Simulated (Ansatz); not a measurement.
# AlN (Fm-3m) in Ansatz: reference runs

Reference runs on AlN: the cell as given.

Everything below comes from runs of Ansatz 0.2.0. Logs are shortened: lines on timing, memory, paths and dates and some standing lists are left out, and cuts for length are marked.

### 1 The structure

It takes space group Fm-3m (No. 225, cubic). Conventional cell: a = 4.069 Å, b = 4.069 Å, c = 4.069 Å, α = 90.00°, β = 90.00°, γ = 90.00°. Al (site symmetry m-3m) is surrounded by 6 N at 2.03 Å. Around N (site symmetry m-3m) lie 6 Al at 2.03 Å.

Measurements of this composition are mostly on another form, of space group No. 186.

### 2 Single point, PBE

The input, input.yaml:

```yaml
crystal:
  lattice:
    - [0.0, 2.034518, 2.034518]
    - [2.034518, 0.0, 2.034518]
    - [2.034518, 2.034518, 0.0]
  atoms:
    - { symbol: Al, position: [0.5, 0.5, 0.5] }
    - { symbol: "N", position: [0.0, 0.0, 0.0] }
kpoints:
  mp_grid: { grid: [11, 11, 11] }
scf:
  occupations: { method: fermi_dirac, width: 0.05 }
hamiltonian:
  xc: pbe
  pseudopotentials: { kind: all_electron, lapw: { basis_error: 0.001 } }
output:
  forces: true
  stress: true
  eigenvalues: true
  populations: true
```

Potentials or basis: all-electron LAPW, scalar-relativistic.

The run is started by

```
$ ansatz run input.yaml --threads 1 --pin off --max-ram 3072MiB --backend cpu --events-out ev --progress --plain --runs-dir out
```

Log:

```text
Warning: RAYON_NUM_THREADS=1 ignored (pool sized by the plan → 1); use --threads N
Al: projections on atomic orbitals take those of the free atom 1s2 2s2 2p6 3s2 3p1, of charge +0.00 (hamiltonian.pseudopotentials.projection_atoms)
N: projections on atomic orbitals take those of the free atom 1s2 2s2 2p3, of charge +0.00 (hamiltonian.pseudopotentials.projection_atoms)
LAPW: plane waves up to 9.188 Å⁻¹, error target 1.0e-3 eV per atom; small_component_spin mean_spin; N in spheres of 0.986 Å, 7 of its electrons in bands, Dirac shells []; Al in spheres of 1.048 Å, 11 of its electrons in bands, Dirac shells [] (how accurate: hamiltonian.pseudopotentials.lapw.basis_error, Limitations)
Engine: ansatz 0.2.0, aarch64-unknown-linux-gnu
Pseudopotentials: kind: all_electron
Pseudopotential: Al, LAPW, valence charge 11, lapw/all_electron/scalar/gaussian/Al, Koelling and Harmon's equation, gaussian nucleus
Pseudopotential: N, LAPW, valence charge 7, lapw/all_electron/scalar/gaussian/N, Koelling and Harmon's equation, gaussian nucleus
Functional definition: PBE
  parameter kappa = 0.804
  parameter beta = 0.06672455060314922
  exchange = pbe_x(kappa = kappa, mu = beta*pi^2/3)
  correlation = pbe_c(beta = beta)
Crystal: 2 atoms, lattice volume = 16.843 Å³
Basis set: ecut = 321.65777036731055 eV, 229 PW (Γ), exchange–correlation at level 2
Bands: 13, of which v1, the nominal top of the filled ones, is band 9 counted from 1 (8 counted from 0)
Symmetry: 48 space group operations
Space group: Fm-3m (ITA 225), of the structure as read, at distance tolerance 2.6e-5 Å
k-points: 56 of 1331
Non-local potential: Al, projectors of the file, none
Non-local potential: N, projectors of the file, none
Initial density: superposition of atomic densities (chi_scale 0.1, normalization cell, long waves kept (reshape's long-wave potential 0.00 eV rms))
Initial wavefunctions: plane waves of lowest kinetic energy (no species holds an atomic orbital)
Functional: x = pbe(κ = 0.804, μ = 0.2195149727645171), c = pbe(β = 0.06672455060314922)
iter 1 solved again at ethr=1.81e-2 eV; its pass at ethr=1.00e-1 eV (dr2=3.26e0 eV) is discarded
SCF iter   1: F=—  HF=-8101.812684 eV  |F-HF|=—  |Δ(HF+E_count)|=         —  Δρ=1.36e-1  dr2=3.26e0  ethr=1.81e-2  ⟨swp⟩=2.0  Hψ=5145  notcnv=0
preconditioner: auto → none  [insulator: Δε(μ)=6.526 eV  Ē_g=17.733 eV  σ=0.050 eV  W_gap=1.00  n_scr=8 (ndim 8)  ℏωp=25.6 eV  f_vac=0.000  D(μ)=0.00/eV (n_scr^D=0)  ε∞_Penn≈3.1]
iter 2 solved again at ethr=2.53e-4 eV; its pass at ethr=1.81e-2 eV (dr2=4.55e-2 eV) is discarded
SCF iter   2: F=—  HF=-8100.234594 eV  |F-HF|=—  |Δ(HF+E_count)|=    1.58e0  Δρ=2.40e-2  dr2=4.56e-2  ethr=2.53e-4  ⟨swp⟩=2.4  Hψ=3886  notcnv=0
SCF iter   3: F=—  HF=-8100.070760 eV  |F-HF|=—  |Δ(HF+E_count)|=         —  Δρ=1.44e-2  dr2=3.02e-2  ethr=2.53e-4  ⟨swp⟩=3.0  Hψ=2369  notcnv=0
the basis was enlarged: its passes take 129.4 KiB over the memory plan, 1 of 1 planned eigensolver slots
SCF iter   4: F=—  HF=-8100.069956 eV  |F-HF|=—  |Δ(HF+E_count)|=   8.04e-4  Δρ=8.15e-4  dr2=8.63e-5  ethr=1.68e-4  ⟨swp⟩=2.0  Hψ=2184  notcnv=0
SCF iter   5: F=—  HF=-8100.069972 eV  |F-HF|=—  |Δ(HF+E_count)|=   1.60e-5  Δρ=1.44e-4  dr2=1.52e-6  ethr=4.80e-7  ⟨swp⟩=2.2  Hψ=1978  notcnv=0
SCF iter   6: F=—  HF=-8100.069972 eV  |F-HF|=—  |Δ(HF+E_count)|=   1.27e-7  Δρ=2.55e-5  dr2=5.12e-8  ethr=8.43e-9  ⟨swp⟩=2.9  Hψ=2068  notcnv=0
SCF iter   7: F=-8100.069972 eV  HF=-8100.069972 eV  |F-HF|=1.20e-10  |Δ(HF+E_count)|=   7.77e-8  Δρ=2.03e-6  dr2=5.62e-10  ethr=2.84e-10  ⟨swp⟩=2.6  Hψ=2019  notcnv=0
SCF 1 converged in 7 iterations: F = -8100.069972 eV  dr2 = 5.62e-10
SCF converged after 7 iterations
Free energy (F): -8100.069972 eV
Harris-Foulkes:  -8100.069972 eV  (|F-HF|=1.20e-10)
Internal energy: -8100.069972 eV  (E = F + TS)
E sigma→0 (E₀):  -8100.069972 eV
Fermi energy:    15.143225 eV
--- Per-component energies (eV) ---
  E_band       = -1153.025734
  E_kinetic    = 8109.498347
  E_xc         = -698.134492
  E_electrostatic = -15511.433827  (all electrons and nuclei)
  E_smearing   = -0.000000  (= −TS)
  E_closure    = 0.000000  (closes the sum)
  E_atoms      = -8085.525438  (free atoms, spherical and without spin; not in F)
  Σ components = -8100.069972   (vs F -8100.069972, Δ=0.00e0)
  Basis errors (estimates in eV, not in F): energy 3.8e-4 per atom: plane waves 3.3e-4 (1.9e-4 summed), levels above the bands 4.9e-101, relativity 3.4e-8, radial functions 5.5e-5, core shells 3.1e-13; eigenvalues (radial functions only) 8.7e-6; not estimated: angular momenta, meshes, grids; target (lapw.basis_error) 1.0e-3; muffin-tin radii N 0.986 Å, Al 1.048 Å
--- Forces (eV/Å), atoms counted from 1 ---
  atom   1  Al     0.00000000     0.00000000    -0.00000000
  atom   2  N     -0.00000000     0.00000000    -0.00000000
  max |Σ_I F_I| component: 8.55e-31 eV/Å
--- Stress (GPa, compression-positive) ---
        0.331443       0.000000       0.000000
        0.000000       0.331443       0.000000
        0.000000       0.000000       0.331443
  P = ⅓ Tr σ = 0.3314 GPa (3.314 kbar)
--- Band table (eV; the first three rows and the last of 56) ---
  k-point 0: bands = ["-361.6497", "-89.1707", "-50.6296", "-50.6296", "-50.6296", "-4.5219", "12.8555", "12.8555", "12.8555", "18.2686", "24.9497", "24.9497", "24.9497"]
  k-point 1: bands = ["-361.6497", "-89.1705", "-50.6315", "-50.6299", "-50.6299", "-4.3548", "11.9969", "12.7571", "12.7571", "18.8192", "24.1569", "25.1958", "25.1958"]
  k-point 2: bands = ["-361.6497", "-89.1700", "-50.6363", "-50.6305", "-50.6305", "-3.8662", "10.1360", "12.5093", "12.5093", "19.5453", "23.4839", "25.4394", "25.4394"]
  k-point 55: bands = ["-361.6497", "-89.1672", "-50.6452", "-50.6441", "-50.6379", "-0.2806", "7.0395", "7.3213", "9.3527", "20.5570", "22.8645", "24.0477", "25.2436"]
--- Löwdin populations: 2 sites ---
  site symbol       q [e]
     0     Al     11.9554
     1      N      7.9695
  spilling = 0.003754 (of n_electrons = 20.000000)
```

Wall time 4.3 s (1 thread of Arm Neoverse V2, shared host); peak memory 0.26 GiB.

Results:

- Free energy: -8100.0700 eV
- Pressure: 0.3 GPa
- Band gap on the k mesh: 4.57 eV, indirect (least direct gap 5.41 eV)
- Loewdin charges: Al +1.04; N -0.97 e

Levels at points of the mesh, in eV from the valence-band top:
```
           k point  band 6  band 7  band 8  band 9  band 10  band 11  band 12  band 13
(0.00, 0.00, 0.00)  -17.38    0.00    0.00    0.00     5.41    12.09    12.09    12.09
```

Caveat: an odd mesh through Γ misses points on the zone boundary, where band edges often lie.
